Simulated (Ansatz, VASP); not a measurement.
**One calculation of Pt, two programs**

The input INCAR:

```
PREC     = Accurate       # precision mode
ENCUT    = 520            # plane-wave cutoff, eV
EDIFF    = 1E-6           # SCF threshold, eV
ISMEAR   = 0              # smearing method
SIGMA    = 0.15           # smearing width, eV
LREAL    = False          # projectors in reciprocal space
LASPH    = True           # aspherical terms in the spheres
NELM     = 100            # most SCF steps
ALGO     = Fast           # electronic algorithm
ISIF     = 2              # what is computed and relaxed
LWAVE    = False          # write WAVECAR
LCHARG   = False          # write CHGCAR
GGA      = PS             # functional
NBANDS   = 11             # bands
```

Contents of KPOINTS:

```
regular mesh
0
Gamma
  22 22 22
```

File POSCAR:

```
Pt
1.0
   -1.5842200000      1.5842200000      1.6079833000
    1.5842200000     -1.5842200000      1.6079833000
    1.5842200000      1.5842200000     -1.6079833000
Pt
1
Direct
    0.0000000000      0.0000000000      0.0000000000
```

Input for Ansatz:

```yaml
crystal:
  lattice:
    - [-1.58422, 1.58422, 1.6079833]
    - [1.58422, -1.58422, 1.6079833]
    - [1.58422, 1.58422, -1.6079833]
  atoms:
    - { symbol: Pt, position: [0.0, 0.0, 0.0] }
basis:
  ecutwfc: 420
kpoints:
  mp_grid: { grid: [22, 22, 22] }
hamiltonian:
  xc: pbesol
scf:
  occupations: { method: gaussian, width: 0.15 }
output:
  forces: true
  stress: true
  eigenvalues: true
```

Change from the starting cell: strain +0.000 along x and y, +0.015 along z, atoms carried along.

Alike in both runs: task single point; functional PBEsol; k mesh 22 × 22 × 22; occupations gaussian, width 0.15 eV; no spin polarisation.

|  | VASP | Ansatz |
| --- | --- | --- |
| version | VASP 6.6.1 | Ansatz 0.2.0 |
| potentials or method | VASP PAW PBE potentials, release 64 (Pt) | scalar-relativistic, plane waves, PAW |
| plane-wave cutoff (eV) | 520 | 420 |
| valence electrons in the cell | 10 | 18 |

Ansatz gave:

```
gap on the k mesh at the Fermi level (eV)       : none
pressure (GPa)                                  : -14.0
largest component of the traceless stress (GPa) : 0.91
```

**Question.** What did VASP give for the same quantities?

**Answer.** gap on the k mesh at the Fermi level (eV): none; pressure (GPa): -14.4; largest component of the traceless stress (GPa): 0.91.

A gap of «none» marks a metal or a gap that the smearing closes. The two sets of potentials don't hold the same shells in valence.

Caveats: the PAW data sets were made with another functional, which shifts forces and pressure a little (VASP). Spin-orbit coupling is left out, which matters for the levels of Pt.
